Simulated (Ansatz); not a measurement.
# Nb (Im-3m) in Ansatz: single point with PBE

Aim: the single point of Nb with PBE.

All numbers are computed with Ansatz 0.2.0; they aren't measurements. Logs are shortened: lines on timing, memory, paths and dates and some standing lists are left out, and cuts for length are marked.

## Step 1: The crystal as given

Symmetry: Im-3m, No. 229, cubic system. Conventional cell: a = 3.328 Å, b = 3.328 Å, c = 3.328 Å, α = 90.00°, β = 90.00°, γ = 90.00°. Nb (site symmetry m-3m) has 8 Nb at 2.88 Å as nearest neighbours.

## Step 2: Single point, PBE

File input.yaml:

```yaml
crystal:
  lattice:
    - [-1.66395, 1.66395, 1.66395]
    - [1.66395, -1.66395, 1.66395]
    - [1.66395, 1.66395, -1.66395]
  atoms:
    - { symbol: Nb, position: [0.0, 0.0, 0.0] }
kpoints:
  mp_grid: { grid: [8, 8, 8] }
scf:
  occupations: { method: fermi_dirac, width: 0.02 }
hamiltonian:
  xc: pbe
  pseudopotentials: { kind: all_electron, lapw: { basis_error: 0.003 } }
output:
  forces: true
  stress: true
  eigenvalues: true
```

Potentials or basis: all-electron LAPW, scalar-relativistic.

Run with:

```console
$ ansatz run input.yaml --threads 1 --pin off --max-ram 2560MiB --backend cpu --events-out ev --progress --plain --runs-dir out
```

Output:

```text
Warning: RAYON_NUM_THREADS=1 ignored (pool sized by the plan → 1); use --threads N
LAPW: plane waves up to 7.098 Å⁻¹, error target 3.0e-3 eV per atom; small_component_spin mean_spin; Nb in spheres of 1.441 Å, 23 of its electrons in bands, Dirac shells [] (how accurate: hamiltonian.pseudopotentials.lapw.basis_error, Limitations)
Engine: ansatz 0.2.0, aarch64-unknown-linux-gnu
Pseudopotentials: kind: all_electron
Pseudopotential: Nb, LAPW, valence charge 23, lapw/all_electron/scalar/gaussian/Nb, Koelling and Harmon's equation, gaussian nucleus
Functional definition: PBE
  parameter kappa = 0.804
  parameter beta = 0.06672455060314922
  exchange = pbe_x(kappa = kappa, mu = beta*pi^2/3)
  correlation = pbe_c(beta = beta)
Crystal: 1 atoms, lattice volume = 18.428 Å³
Basis set: ecut = 191.96848958872687 eV, 135 PW (Γ), exchange–correlation at level 2
Bands: 16, of which v1, the nominal top of the filled ones, is band 12 counted from 1 (11 counted from 0)
Symmetry: 48 space group operations
Space group: Im-3m (ITA 229), of the structure as read, at distance tolerance 2.6e-5 Å
k-points: 29 of 512
Non-local potential: Nb, projectors of the file, none
Initial density: superposition of atomic densities (chi_scale 0.1, normalization cell)
Initial wavefunctions: plane waves of lowest kinetic energy (no species holds an atomic orbital)
Functional: x = pbe(κ = 0.804, μ = 0.2195149727645171), c = pbe(β = 0.06672455060314922)
iter 1 solved again at ethr=9.88e-4 eV; its pass at ethr=1.00e-1 eV (dr2=2.27e-1 eV) is discarded
SCF iter   1: F=—  HF=-103946.209267 eV  |F-HF|=—  |Δ(HF+E_count)|=         —  Δρ=4.15e-2  dr2=2.28e-1  ethr=9.88e-4  ⟨swp⟩=2.6  Hψ=3045  notcnv=0
preconditioner: auto → none  [insulator: Δε(μ)=0.082 eV  Ē_g=7.733 eV  σ=0.020 eV  W_gap=0.72  n_scr=12 (ndim 8)  ℏωp=19.3 eV  f_vac=0.000  D(μ)=0.95/eV (n_scr^D=12)  ε∞_Penn≈7.3]
iter 2 solved again at ethr=6.47e-5 eV; its pass at ethr=9.88e-4 eV (dr2=1.49e-2 eV) is discarded
SCF iter   2: F=—  HF=-103945.752706 eV  |F-HF|=—  |Δ(HF+E_count)|=   4.57e-1  Δρ=1.13e-2  dr2=1.49e-2  ethr=6.47e-5  ⟨swp⟩=2.0  Hψ=2441  notcnv=0
SCF iter   3: F=—  HF=-103945.742810 eV  |F-HF|=—  |Δ(HF+E_count)|=   9.90e-3  Δρ=3.62e-3  dr2=1.36e-3  ethr=6.47e-5  ⟨swp⟩=2.0  Hψ=1392  notcnv=0
SCF iter   4: F=—  HF=-103945.742917 eV  |F-HF|=—  |Δ(HF+E_count)|=   1.07e-4  Δρ=4.88e-4  dr2=1.94e-5  ethr=5.90e-6  ⟨swp⟩=2.0  Hψ=1321  notcnv=0
SCF iter   5: F=—  HF=-103945.742940 eV  |F-HF|=—  |Δ(HF+E_count)|=   2.30e-5  Δρ=5.44e-5  dr2=2.68e-7  ethr=8.42e-8  ⟨swp⟩=2.0  Hψ=1316  notcnv=0
SCF iter   6: F=-103945.742940 eV  HF=-103945.742940 eV  |F-HF|=1.91e-9  |Δ(HF+E_count)|=   3.49e-7  Δρ=3.95e-6  dr2=2.16e-9  ethr=1.17e-9  ⟨swp⟩=2.2  Hψ=1324  notcnv=0
SCF 1 converged in 6 iterations: F = -103945.742940 eV  dr2 = 2.16e-9
SCF converged after 6 iterations
Free energy (F): -103945.742940 eV
Harris-Foulkes:  -103945.742940 eV  (|F-HF|=1.91e-9)
Internal energy: -103945.740905 eV  (E = F + TS)
E sigma→0 (E₀):  -103945.741923 eV
Entropy (-TS):   -0.002035 eV (-2.035 meV/atom)
Fermi energy:    19.250300 eV
--- Per-component energies (eV) ---
  E_band       = -1773.702470
  E_kinetic    = 107539.835311
  E_xc         = -3239.801211
  E_electrostatic = -208245.775005  (all electrons and nuclei)
  E_smearing   = -0.002035  (= −TS)
  E_closure    = 0.000000  (closes the sum)
  E_atoms      = -103935.548123  (free atoms, spherical and without spin; not in F)
  Σ components = -103945.742940   (vs F -103945.742940, Δ=0.00e0)
  Basis errors (estimates in eV, not in F): energy 6.7e-4 per atom: plane waves 6.0e-4 (3.2e-4 summed), levels above the bands 2.1e-198, relativity 5.5e-8, radial functions 6.8e-5, core shells 2.9e-6; eigenvalues (radial functions only) 3.6e-6; not estimated: angular momenta, meshes, grids; target (lapw.basis_error) 3.0e-3; muffin-tin radii Nb 1.441 Å
--- Forces (eV/Å), atoms counted from 1 ---
  atom   1  Nb    -0.00000000    -0.00000000     0.00000000
  max |Σ_I F_I| component: 3.49e-32 eV/Å
--- Stress (GPa, compression-positive) ---
       -2.284882      -0.000000      -0.000000
       -0.000000      -2.284882      -0.000000
       -0.000000      -0.000000      -2.284882
  P = ⅓ Tr σ = -2.2849 GPa (-22.849 kbar)
--- Band table (eV; the first three rows and the last of 29) ---
  k-point 0: bands = ["-172.7298", "-172.7298", "-172.7166", "-172.7166", "-172.7166", "-34.9836", "-10.3399", "-10.3399", "-10.3399", "13.5461", "19.7688", "19.7688", "19.7688", "22.6042", "22.6042", "33.4873"]
  k-point 1: bands = ["-172.7298", "-172.7298", "-172.7166", "-172.7166", "-172.7166", "-34.9513", "-10.5370", "-10.4004", "-10.3414", "14.1482", "19.4121", "19.6460", "20.3609", "22.1693", "22.6158", "33.9034"]
  k-point 2: bands = ["-172.7298", "-172.7298", "-172.7166", "-172.7166", "-172.7166", "-34.8725", "-10.9942", "-10.5437", "-10.3453", "15.4529", "18.6689", "19.3083", "22.0158", "22.1007", "22.7521", "33.5858"]
  k-point 28: bands = ["-172.7298", "-172.7298", "-172.7166", "-172.7166", "-172.7166", "-34.6010", "-11.2070", "-11.2070", "-11.2070", "15.8133", "15.8133", "24.8426", "24.8426", "24.8426", "28.2864", "28.2864"]
```

It took 2.1 s on 1 thread of Arm Neoverse V1, shared host; peak memory 0.2 GiB.

What came out:

```
Free energy            : -103945.7429 eV
Pressure               : -2.3 GPa
Band gap on the k mesh : none (metal or under the smearing width)
```

Caveat: the k mesh is thin for a metal, which can move the energy by tens of meV per atom.
